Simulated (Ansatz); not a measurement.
The system is FeO (Wuestite).

```
Fe O
1.0
     0.00000    2.15540    2.15540
     2.15540    0.00000    2.15540
     2.15540    2.15540    0.00000
Fe O
1 1
Direct
  0.00000 0.00000 0.00000
  0.50000 0.50000 0.50000
```

| Quantity | Value |
| --- | --- |
| Program | Ansatz 0.2.0 |
| Task | relaxation of cell and atoms |
| Functional | revPBE |
| Dispersion | D4 |
| Potentials or basis | all-electron LAPW, scalar-relativistic |
| Basis error allowed | 0.001 eV/atom |
| k mesh | 11 × 11 × 11 |
| Occupations | fermi-dirac, width 0.05 eV |
| Spin | collinear spin, ferromagnetic start |
| Starting moments | [3.0, 0.0] μB |

At the start: volume 10.01 Å³/atom.

Q: How do energy, volume and symmetry change on relaxing?

A: Over 8 steps the energy falls by 3.5 meV/atom and the volume is 9.84 Å³/atom (-1.7 %); space group Fm-3m (No. 225, to 0.05 Å); moment 4.00 μB per cell.

The path:
| step | energy change (eV) | largest force (eV/Å) | volume (Å³) |
| --- | --- | --- | --- |
| 1 | 0.0000 | 0.0000 | 20.03 |
| 2 | -0.0068 | 0.0000 | 19.71 |
| 3 | -0.0068 | 0.0000 | 19.71 |
| 4 | -0.0069 | 0.0000 | 19.70 |
| 5 | -0.0069 | 0.0000 | 19.69 |
| 6 | -0.0069 | 0.0000 | 19.68 |
| 7 | -0.0069 | 0.0000 | 19.68 |
| 8 | -0.0069 | 0.0000 | 19.68 |

Final structure:
```xyz
2
Lattice="0.0000 2.1431 2.1431 2.1431 0.0000 2.1431 2.1431 2.1431 0.0000" Properties=species:S:1:pos:R:3 pbc="T T T"
Fe    0.0000    0.0000    0.0000
O     2.1431    2.1431    2.1431
```

Caveat: a cell with one magnetic atom can't hold antiferromagnetic order, which such compounds often take.
